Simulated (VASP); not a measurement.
Crystal: LiCl.

```xyz
2
Lattice="0.0000 2.7330 2.7330 2.7330 0.0000 2.7330 2.7330 2.7330 0.0000" Properties=species:S:1:pos:R:3 pbc="T T T"
Li    0.0000    0.0000    0.0000
Cl    1.3665    1.3665    1.3665
```

The cell was built by a generator and needn't be a form met in nature.

Base run:

- Program: VASP 6.6.1
- Functional: r2SCAN
- Potentials or basis: VASP PAW PBE potentials, release 64 (Li_sv, Cl)
- Cutoff: 520 eV
- k mesh: 6 × 6 × 6
- Occupations: gaussian, width 0.01 eV
- Spin: no spin polarisation

Its results: band gap on the k mesh 6.77 eV, direct.

Problem. The run is repeated on the same cell with these changes: functional from r2SCAN to HSE06; k mesh from 6 × 6 × 6 to 4 × 4 × 4. What comes out?

Solution. Band gap on the k mesh 7.39 eV, direct.

Several settings changed at once, so the effect can't be laid on one alone.

Caveats: some runs use coarse meshes.

A k mesh can miss the band edges.
